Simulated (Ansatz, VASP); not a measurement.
## Cross-check of In19As19H30 (InAs wire along [111], 38 atoms a period, H-terminated) between VASP and Ansatz

Aim: how closely do two programs agree when they are given the same cell, functional and k mesh? The structure shown is the start of the Ansatz relaxation below; VASP solves that cell, so the two are compared at the walk's first step.

Method: plane waves, with VASP 6.6.1 beside it; single point at PBE, in Ansatz 0.2.0.

## Step 1: The structure

The cell holds 68 atoms: 19 In, 19 As and 30 H. Cell: a = 18.461 Å, b = 20.048 Å, c = 10.721 Å, α = 90.0°, β = 90.0°, γ = 90.0°. Vacuum lies along a and b. The structure's axis is c.

## Step 2: Ansatz: relaxation, PBE

Ansatz runs on its PAW soft_1 files.

The two programs are compared at the cell with which this relaxation starts, whose forces are those of its first step.

File input.yaml:

```yaml
crystal:
  lattice:
    - [18.461, 0.0, 0.0]
    - [0.0, 20.048, 0.0]
    - [0.0, 0.0, 10.7213944989]
  atoms:
    - { symbol: In, position: [0.381445176, 0.316327242, 0.0] }
    - { symbol: In, position: [0.49999214, 0.50540273, 0.0] }
    - { symbol: In, position: [0.618539103, 0.316327242, 0.0] }
    - { symbol: In, position: [0.737086066, 0.50540273, 0.0] }
    - { symbol: As, position: [0.262898213, 0.50540273, 0.25] }
    - { symbol: As, position: [0.381445176, 0.316327242, 0.25] }
    - { symbol: As, position: [0.381445176, 0.694478218, 0.25] }
    - { symbol: As, position: [0.49999214, 0.50540273, 0.25] }
    - { symbol: As, position: [0.618539103, 0.316327242, 0.25] }
    - { symbol: As, position: [0.618539103, 0.694478218, 0.25] }
    - { symbol: As, position: [0.737086066, 0.50540273, 0.25] }
    - { symbol: H, position: [0.184172038, 0.673307606, 0.277992274] }
    - { symbol: H, position: [0.49999214, 0.169592977, 0.277992274] }
    - { symbol: H, position: [0.815812241, 0.673307606, 0.277992274] }
    - { symbol: H, position: [0.194344522, 0.468956351, 0.298190249] }
    - { symbol: H, position: [0.312891485, 0.279880863, 0.298190249] }
    - { symbol: H, position: [0.381445176, 0.767370976, 0.298190249] }
    - { symbol: H, position: [0.618539103, 0.767370976, 0.298190249] }
    - { symbol: H, position: [0.687092794, 0.279880863, 0.298190249] }
    - { symbol: H, position: [0.805639758, 0.468956351, 0.298190249] }
    - { symbol: In, position: [0.262898213, 0.631453055, 0.333333333] }
    - { symbol: In, position: [0.381445176, 0.442377567, 0.333333333] }
    - { symbol: In, position: [0.49999214, 0.631453055, 0.333333333] }
    - { symbol: In, position: [0.49999214, 0.25330208, 0.333333333] }
    - { symbol: In, position: [0.618539103, 0.442377567, 0.333333333] }
    - { symbol: In, position: [0.737086066, 0.631453055, 0.333333333] }
    - { symbol: As, position: [0.262898213, 0.631453055, 0.583333333] }
    - { symbol: As, position: [0.381445176, 0.442377567, 0.583333333] }
    - { symbol: As, position: [0.49999214, 0.631453055, 0.583333333] }
    - { symbol: As, position: [0.49999214, 0.25330208, 0.583333333] }
    - { symbol: As, position: [0.618539103, 0.442377567, 0.583333333] }
    - { symbol: As, position: [0.737086066, 0.631453055, 0.583333333] }
    - { symbol: H, position: [0.184172038, 0.421206956, 0.611325607] }
    - { symbol: H, position: [0.262898213, 0.295643302, 0.611325607] }
    - { symbol: H, position: [0.421265965, 0.799357932, 0.611325607] }
    - { symbol: H, position: [0.578718314, 0.799357932, 0.611325607] }
    - { symbol: H, position: [0.737086066, 0.295643302, 0.611325607] }
    - { symbol: H, position: [0.815812241, 0.421206956, 0.611325607] }
    - { symbol: H, position: [0.194344522, 0.595006676, 0.631523582] }
    - { symbol: H, position: [0.262898213, 0.704345813, 0.631523582] }
    - { symbol: H, position: [0.431438448, 0.216855701, 0.631523582] }
    - { symbol: H, position: [0.568545831, 0.216855701, 0.631523582] }
    - { symbol: H, position: [0.737086066, 0.704345813, 0.631523582] }
    - { symbol: H, position: [0.805639758, 0.595006676, 0.631523582] }
    - { symbol: In, position: [0.262898213, 0.379352405, 0.666666667] }
    - { symbol: In, position: [0.381445176, 0.568427893, 0.666666667] }
    - { symbol: In, position: [0.49999214, 0.379352405, 0.666666667] }
    - { symbol: In, position: [0.49999214, 0.75750338, 0.666666667] }
    - { symbol: In, position: [0.618539103, 0.568427893, 0.666666667] }
    - { symbol: In, position: [0.737086066, 0.379352405, 0.666666667] }
    - { symbol: As, position: [0.262898213, 0.379352405, 0.916666667] }
    - { symbol: As, position: [0.381445176, 0.568427893, 0.916666667] }
    - { symbol: As, position: [0.49999214, 0.379352405, 0.916666667] }
    - { symbol: As, position: [0.49999214, 0.75750338, 0.916666667] }
    - { symbol: As, position: [0.618539103, 0.568427893, 0.916666667] }
    - { symbol: As, position: [0.737086066, 0.379352405, 0.916666667] }
    - { symbol: H, position: [0.184172038, 0.547257281, 0.94465894] }
    - { symbol: H, position: [0.302719002, 0.736332769, 0.94465894] }
    - { symbol: H, position: [0.381445176, 0.232618139, 0.94465894] }
    - { symbol: H, position: [0.618539103, 0.232618139, 0.94465894] }
    - { symbol: H, position: [0.697265278, 0.736332769, 0.94465894] }
    - { symbol: H, position: [0.815812241, 0.547257281, 0.94465894] }
    - { symbol: H, position: [0.194344522, 0.342906026, 0.964856915] }
    - { symbol: H, position: [0.49999214, 0.830396138, 0.964856915] }
    - { symbol: H, position: [0.805639758, 0.342906026, 0.964856915] }
    - { symbol: In, position: [0.262898213, 0.50540273, 0.0] }
    - { symbol: In, position: [0.381445176, 0.694478218, 0.0] }
    - { symbol: In, position: [0.618539103, 0.694478218, 0.0] }
kpoints:
  mp_grid: { grid: [1, 1, 8] }
scf:
  occupations: { method: fermi_dirac, width: 0.05 }
hamiltonian:
  xc: pbe
  pseudopotentials: { kind: paw, azcp: { folder: soft_1 } }
relax:
  cell: { fix: [a, b, alpha, beta, gamma] }
  max_steps: 45
  f_tol: 0.03
```

Run with:

```bash
> ansatz run input.yaml --threads 4 --pin off --max-ram 16384MiB --backend cpu --events-out ev --progress --plain --runs-dir out
```

Numbers of over 12 decimals in the logs are rounded to 6 here.

What it wrote:

```text
Engine: ansatz 0.2.0, aarch64-unknown-linux-gnu
Pseudopotentials: kind: paw
Pseudopotential: In, paw, valence charge 13, recommended cutoff 420 eV (normal), soft_1/In.paw.azcp
Pseudopotential: As, paw, valence charge 15, recommended cutoff 420 eV (normal), soft_1/As.paw.azcp
Pseudopotential: H, paw, valence charge 1, recommended cutoff 420 eV (normal), soft_1/H.paw.azcp
Functional definition: PBE
  parameter kappa = 0.804
  parameter beta = 0.066725
  exchange = pbe_x(kappa = kappa, mu = beta*pi^2/3)
  correlation = pbe_c(beta = beta)
Crystal: 68 atoms, lattice volume = 3968.054 Å³
Basis set: ecut = 420 eV, 77509 PW (Γ), exchange–correlation on 250×270×144 points (8 copies of the dense FFT grid, shifted against one another)
Bands: 349, of which v1, the nominal top of the filled ones, is band 281 counted from 1 (280 counted from 0)
Symmetry: 2 space group operations
Space group: Pm (ITA 6), of the structure as read, at distance tolerance 1.6e-4 Å
k-points: 5 of 8 (time reversal used)
Non-local potential: In, projectors of the file, l = 0: 2, l = 1: 2, l = 2: 2, l = 3: 1
Non-local potential: As, projectors of the file, l = 0: 2, l = 1: 2, l = 2: 3, l = 3: 1
Non-local potential: H, projectors of the file, l = 0: 2, l = 1: 1
PAW form: soft (Blöchl's): semilocal exchange-correlation on the pseudo side does not see the compensation charge
PAW one-centre angular grid: In, 590 points (default); XC on 64 Gauss nodes
PAW one-centre angular grid: As, 590 points (default); XC on 64 Gauss nodes
PAW one-centre angular grid: H, 110 points (default); XC on 64 Gauss nodes
Initial density: superposition of atomic densities (neutral atoms: chi_scale 0, normalization atom)
Initial wavefunctions: pseudopotential atomic-orbital guess
Functional: x = pbe(κ = 0.804, μ = 0.219515), c = pbe(β = 0.066725)
SCF iter   1: F=—  HF=-199109.427562 eV  |F-HF|=—  |Δ(HF+E_count)|=         —  Δρ=2.80e-2  dr2=3.80e1  ethr=3.10e-3  ⟨swp⟩=6.4  Hψ=5884  notcnv=0  defer=172
preconditioner: auto → Resta (q_TF=auto, 1.970 Å⁻¹)  ε∞=1.8  [insulator: Δε(μ)=1.675 eV  Ē_g=13.055 eV  σ=0.050 eV  W_gap=1.00  n_scr=512 (ndim 8)  ℏωp=11.4 eV  f_vac=0.588  D(μ)=0.00/eV (n_scr^D=0)  ε∞_Penn≈1.8  vacuum switching on, ρ_ref=1.2e-2 e/Å³]
SCF iter   2: F=—  HF=-199099.272952 eV  |F-HF|=—  |Δ(HF+E_count)|=    1.02e1  Δρ=1.12e-2  dr2=5.71e0  ethr=3.10e-3  ⟨swp⟩=3.0  Hψ=2602  notcnv=0  defer=309
SCF iter   3: F=—  HF=-199098.361322 eV  |F-HF|=—  |Δ(HF+E_count)|=   9.12e-1  Δρ=4.21e-3  dr2=2.00e0  ethr=1.02e-3  ⟨swp⟩=4.4  Hψ=1885  notcnv=0  defer=309
SCF iter   4: F=—  HF=-199098.064835 eV  |F-HF|=—  |Δ(HF+E_count)|=   2.96e-1  Δρ=1.53e-3  dr2=2.72e-1  ethr=3.55e-4  ⟨swp⟩=4.0  Hψ=2113  notcnv=0  defer=309
SCF iter   5: F=—  HF=-199098.036684 eV  |F-HF|=—  |Δ(HF+E_count)|=   2.82e-2  Δρ=5.70e-4  dr2=1.16e-2  ethr=4.84e-5  ⟨swp⟩=3.4  Hψ=2680  notcnv=0  defer=309
SCF iter   6: F=—  HF=-199098.041656 eV  |F-HF|=—  |Δ(HF+E_count)|=   4.97e-3  Δρ=2.07e-4  dr2=2.17e-3  ethr=2.07e-6  ⟨swp⟩=2.0  Hψ=2616  notcnv=0  defer=309
SCF iter   7: F=—  HF=-199098.042703 eV  |F-HF|=—  |Δ(HF+E_count)|=   1.05e-3  Δρ=7.42e-5  dr2=5.09e-4  ethr=3.86e-7  ⟨swp⟩=2.0  Hψ=2171  notcnv=0  defer=309
SCF iter   8: F=—  HF=-199098.042858 eV  |F-HF|=—  |Δ(HF+E_count)|=   1.56e-4  Δρ=2.27e-5  dr2=2.50e-5  ethr=9.06e-8  ⟨swp⟩=2.0  Hψ=2616  notcnv=0  defer=309
SCF iter   9: F=—  HF=-199098.042858 eV  |F-HF|=—  |Δ(HF+E_count)|=   6.26e-7  Δρ=7.47e-6  dr2=3.25e-6  ethr=4.44e-9  ⟨swp⟩=2.0  Hψ=2925  notcnv=0  defer=309
SCF iter  10: F=—  HF=-199098.042861 eV  |F-HF|=—  |Δ(HF+E_count)|=   3.84e-6  Δρ=3.14e-6  dr2=1.27e-6  ethr=5.79e-10  ⟨swp⟩=2.0  Hψ=2616  notcnv=0  defer=309
SCF iter  11: F=—  HF=-199098.042862 eV  |F-HF|=—  |Δ(HF+E_count)|=   2.65e-7  Δρ=1.51e-6  dr2=2.68e-7  ethr=2.26e-10  ⟨swp⟩=3.0  Hψ=2430  notcnv=0  defer=309
SCF iter  12: F=-199098.042862 eV  HF=-199098.042862 eV  |F-HF|=9.92e-9  |Δ(HF+E_count)|=   4.94e-8  Δρ=5.73e-7  dr2=1.76e-8  ethr=1.78e-11  ⟨swp⟩=4.0  Hψ=4817  notcnv=0
SCF 1 converged in 12 iterations: F = -199098.042862 eV  dr2 = 1.76e-8
  greatest PAW one-centre occupation: 0.999 electrons in one spin orbital (limit 2), on the As atom at site 31 (counted from 0), in its partial waves of l = 2
relax step   1: F+E_penalty+E_count = -199098.04286174 eV  Δ(F+E_penalty+E_count) = +0.000e0 eV  max|allowed force component| = 9.269e-1 eV/Å  Δτ_max = 0.0000 Å  P = -0.319 GPa  Ω = 3968.054 Å³  fix = [a, b, alpha, beta, gamma]  reactions: a -0.499, b -0.500 GPa; alpha -0.000 GPa/rad  (12 SCF iters, dr2 threshold 1.00e-7 eV, accepted)
Crystal: 68 atoms, lattice volume = 3967.837 Å³
Initial density: handed on by an earlier stage of this run
Initial wavefunctions: those handed on with the density
iter 1 solved again at ethr=3.68e-4 eV; its pass at ethr=3.10e-3 eV (dr2=2.07e0 eV) is discarded
[...]
atom  17  H     -0.00028062    -0.00178102    -0.00344180
  atom  18  H      0.00028062    -0.00178102    -0.00344180
  atom  19  H     -0.00165814     0.00045819    -0.00343509
  atom  20  H     -0.00133327     0.00112936    -0.00340017
  atom  21  In    -0.00037360     0.00045454    -0.00339177
  atom  22  In    -0.01374893    -0.00766256    -0.00662403
  atom  23  In     0.00000000     0.01622333    -0.00644473
  atom  24  In     0.00000000     0.00077304    -0.00349085
  atom  25  In     0.01374893    -0.00766256    -0.00662403
  atom  26  In     0.00037360     0.00045454    -0.00339177
  atom  27  As     0.00471663    -0.00264314     0.00284542
  atom  28  As     0.00039108    -0.00008028     0.00764461
  atom  29  As     0.00000000    -0.00048207     0.00798402
  atom  30  As     0.00000000     0.00554164     0.00236086
  atom  31  As    -0.00039108    -0.00008028     0.00764461
  atom  32  As    -0.00471663    -0.00264314     0.00284542
  atom  33  H      0.00563840    -0.01021213    -0.00875720
  atom  34  H     -0.00582037     0.00992440    -0.00873991
  atom  35  H      0.01188883    -0.00007391    -0.00876623
  atom  36  H     -0.01188883    -0.00007391    -0.00876623
  atom  37  H      0.00582037     0.00992440    -0.00873991
  atom  38  H     -0.00563840    -0.01021213    -0.00875720
  atom  39  H      0.00189889    -0.00061616    -0.00469071
  atom  40  H      0.00149425    -0.00134141    -0.00465167
[...]
atom  61  H      0.00181252     0.00708657     0.00750172
  atom  62  H      0.00695409    -0.00224112     0.00758938
  atom  63  H      0.00727581     0.00415656     0.00894847
  atom  64  H      0.00000000    -0.00859202     0.00895768
  atom  65  H     -0.00727581     0.00415656     0.00894847
  atom  66  In    -0.00681906     0.00295727    -0.00041740
  atom  67  In    -0.00569913     0.00499079    -0.00042694
  atom  68  In     0.00569913     0.00499079    -0.00042694
  max |Σ_I F_I| component: 2.67e-7 eV/Å
--- Stress (GPa, compression-positive) ---
        0.012125      -0.000000       0.000000
       -0.000000       0.010479       0.000130
        0.000000       0.000130       0.000570
  P = ⅓ Tr σ = 0.0077 GPa (0.077 kbar)
--- Relaxed structure (5 steps of the walk, 4 accepted, 1 SCFs on fresh bases) ---
  F+E_penalty+E_count = -199100.01877766 eV   max|allowed force component| = 2.057e-2 eV/Å   (the final SCF, on the basis selected at the relaxed cell)
  cell:  # Å, volume = 3974.0295 Å³
    - [18.461, 0.0, 0.0]
    - [0.0, 20.048, 0]
    - [0.0, 0, 10.737540]
  atoms:
    - { symbol: In, position: [0.381231, 0.311639, -0.00525818] }
    - { symbol: In, position: [0.5, 0.505412, 0.00285503] }
    - { symbol: In, position: [0.618769, 0.311639, -0.00525818] }
    - { symbol: In, position: [0.741607, 0.507579, -0.00526493] }
    - { symbol: As, position: [0.271753, 0.509764, 0.245758] }
    - { symbol: As, position: [0.389960, 0.321210, 0.245764] }
    - { symbol: As, position: [0.381783, 0.685262, 0.245759] }
    - { symbol: As, position: [0.5, 0.505410, 0.253537] }
    - { symbol: As, position: [0.610040, 0.321210, 0.245764] }
    - { symbol: As, position: [0.618217, 0.685262, 0.245759] }
    - { symbol: As, position: [0.728247, 0.509764, 0.245758] }
    - { symbol: H, position: [0.177171, 0.677018, 0.280136] }
    - { symbol: H, position: [0.5, 0.162170, 0.280042] }
    - { symbol: H, position: [0.822829, 0.677018, 0.280136] }
    - { symbol: H, position: [0.204607, 0.474520, 0.295985] }
    - { symbol: H, position: [0.323252, 0.285268, 0.295994] }
    - { symbol: H, position: [0.381350, 0.756429, 0.295984] }
    - { symbol: H, position: [0.618650, 0.756429, 0.295984] }
    - { symbol: H, position: [0.676748, 0.285268, 0.295994] }
    - { symbol: H, position: [0.795393, 0.474520, 0.295985] }
    - { symbol: In, position: [0.255419, 0.635455, 0.324139] }
    - { symbol: In, position: [0.384396, 0.443958, 0.346163] }
    - { symbol: In, position: [0.5, 0.628340, 0.346150] }
    - { symbol: In, position: [0.5, 0.245356, 0.324135] }
    - { symbol: In, position: [0.615604, 0.443958, 0.346163] }
    - { symbol: In, position: [0.744581, 0.635455, 0.324139] }
    - { symbol: As, position: [0.271757, 0.626737, 0.574511] }
    - { symbol: As, position: [0.378112, 0.440601, 0.592895] }
    - { symbol: As, position: [0.5, 0.635017, 0.592886] }
    - { symbol: As, position: [0.5, 0.262707, 0.574498] }
    - { symbol: As, position: [0.621888, 0.440601, 0.592895] }
    - { symbol: As, position: [0.728243, 0.626737, 0.574511] }
    - { symbol: H, position: [0.183342, 0.426940, 0.615626] }
    - { symbol: H, position: [0.267893, 0.292070, 0.615676] }
    - { symbol: H, position: [0.415427, 0.797155, 0.615675] }
    - { symbol: H, position: [0.584573, 0.797155, 0.615675] }
    - { symbol: H, position: [0.732107, 0.292070, 0.615676] }
    - { symbol: H, position: [0.816658, 0.426940, 0.615626] }
    - { symbol: H, position: [0.202756, 0.598029, 0.630115] }
    - { symbol: H, position: [0.264241, 0.696112, 0.630131] }
    - { symbol: H, position: [0.438505, 0.222013, 0.630061] }
    - { symbol: H, position: [0.561495, 0.222013, 0.630061] }
    - { symbol: H, position: [0.735759, 0.696112, 0.630131] }
    - { symbol: H, position: [0.797244, 0.598029, 0.630115] }
    - { symbol: In, position: [0.254147, 0.374680, 0.659077] }
    - { symbol: In, position: [0.388257, 0.564822, 0.678160] }
    - { symbol: In, position: [0.5, 0.386587, 0.678151] }
    - { symbol: In, position: [0.5, 0.766856, 0.659102] }
    - { symbol: In, position: [0.611743, 0.564822, 0.678160] }
    - { symbol: In, position: [0.745853, 0.374680, 0.659077] }
    - { symbol: As, position: [0.271378, 0.383852, 0.909501] }
    - { symbol: As, position: [0.381059, 0.568650, 0.925176] }
    - { symbol: As, position: [0.5, 0.378926, 0.925170] }
    - { symbol: As, position: [0.5, 0.748526, 0.909516] }
    - { symbol: As, position: [0.618941, 0.568650, 0.925176] }
    - { symbol: As, position: [0.728622, 0.383852, 0.909501] }
    - { symbol: H, position: [0.180404, 0.549465, 0.947603] }
    - { symbol: H, position: [0.298724, 0.738200, 0.947604] }
    - { symbol: H, position: [0.381673, 0.228479, 0.947669] }
    - { symbol: H, position: [0.618327, 0.228479, 0.947669] }
    - { symbol: H, position: [0.701276, 0.738200, 0.947604] }
    - { symbol: H, position: [0.819596, 0.549465, 0.947603] }
    - { symbol: H, position: [0.204956, 0.348529, 0.962636] }
    - { symbol: H, position: [0.5, 0.819151, 0.962660] }
    - { symbol: H, position: [0.795044, 0.348529, 0.962636] }
    - { symbol: In, position: [0.258393, 0.507579, -0.00526493] }
    - { symbol: In, position: [0.377162, 0.697026, -0.0052559] }
    - { symbol: In, position: [0.622838, 0.697026, -0.0052559] }
```

Reading the cycles: dr2 is the Hartree energy of the density residual (eV), the measure of convergence; HF is the Harris–Foulkes estimate of the energy, which meets the free energy F at convergence.

(Continued in part 2 of 2.)

[Lines on the potential files, build, host, timing and source positions are cut from VASP's logs without a mark.]

[Logs are printed without paths, hosts, clocks, repeated set-up lines and the standing remarks that a program may print on its own settings, such as how far it seeks lower states.]

[Hosts, paths, dates, database ids (printed as entryN), source tags and the programs' standing remarks are cut or masked in the printed files.]
